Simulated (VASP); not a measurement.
**Bi: relaxation of cell and atoms with PBE+D3(BJ)**

Bi:

```xyz
2
Lattice="2.2675 1.3091 3.9380 -2.2675 1.3091 3.9380 0.0000 -2.6183 3.9380" Properties=species:S:1:pos:R:3 pbc="T T T"
Bi    0.0000    0.0000    2.7645
Bi    0.0000    0.0000    9.0495
```

```json
{
 "Program": "VASP 6.6.1",
 "Task": "relaxation of cell and atoms",
 "Functional": "PBE",
 "Dispersion": "D3(BJ)",
 "Potentials or basis": "VASP PAW PBE potentials, release 64 (Bi_d)",
 "Cutoff": "600 eV",
 "k mesh": "12 × 12 × 10",
 "Occupations": "methfessel-paxton, width 0.1 eV",
 "Spin": "no spin polarisation",
 "Further INCAR settings": "ALGO = Normal; EDIFF = 1e-06; IBRION = 2; EDIFFG = -0.01; NSW = 90; ISIF = 3"
}
```

* Relaxed volume: 34.55 Å³/atom
* Relaxed cell: a = 4.688 Å, b = 4.688 Å, c = 4.688 Å, α = 57.77°, β = 57.77°, γ = 57.77°
* Space group after relaxing (to 0.05 Å): R-3m (No. 166)
* Energy gained by relaxing: 4.0 meV/atom
* Ionic steps: 7
* Pressure after relaxing: 0.0 GPa
* Largest force after relaxing: 0.006 eV/Å
* Band gap on the k mesh: none (metal or under the smearing width)
* Dispersion energy per atom: -0.462 eV

Forces on the atoms (eV/Å):
```
Bi   0.000  0.000 -0.006
Bi   0.000  0.000  0.006
```

The path:
```
step  energy change (eV)  largest force (eV/Å)  pressure (GPa)  volume (Å³)
   1              0.0000                0.2259            0.07        70.14
   2             -0.0037                0.1211           -0.25        70.30
   3             -0.0049                0.0353           -0.46        70.44
   4             -0.0071                0.0315            0.06        69.35
   5             -0.0071                0.0298            0.03        69.31
   6             -0.0076                0.0191            0.05        69.25
   7             -0.0080                0.0064            0.02        69.10
```

Final structure:
```
Bi
1.0
     2.26427    1.30728    3.89081
    -2.26427    1.30728    3.89081
     0.00000   -2.61455    3.89081
Bi
2
Cartesian
  0.0000 0.0000 2.7701
  0.0000 0.0000 8.9024
```

Levels at points of the mesh, in eV from the Fermi level:
| k point | band 12 | band 13 | band 14 | band 15 | band 16 | band 17 | band 18 | band 19 |
| --- | --- | --- | --- | --- | --- | --- | --- | --- |
| (0.00, 0.00, 0.00) | -7.43 | -1.54 | -1.24 | -1.24 | 2.75 | 3.03 | 3.03 | 5.48 |
| (0.50, 0.00, 0.00) | -10.64 | -1.16 | -1.01 | -0.27 | -0.27 | 0.34 | 0.76 | 7.70 |
| (0.50, 0.50, 0.00) | -9.43 | -4.85 | -3.14 | -2.98 | 2.46 | 5.00 | 5.35 | 6.92 |
| (0.50, 0.50, 0.50) | -10.18 | -0.80 | -0.52 | -0.52 | 0.51 | 0.51 | 0.55 | 7.27 |

It took 31 min on 1 thread of Intel(R) Xeon(R) Platinum 8259CL CPU @ 2.50GHz (Skylake/Cascade Lake), with other jobs on the host, peak memory 0.66 GiB.

Caveat: spin-orbit coupling is left out, which moves the levels of the heavy elements; pairwise dispersion overbinds metals, which lowers pressure and volume.
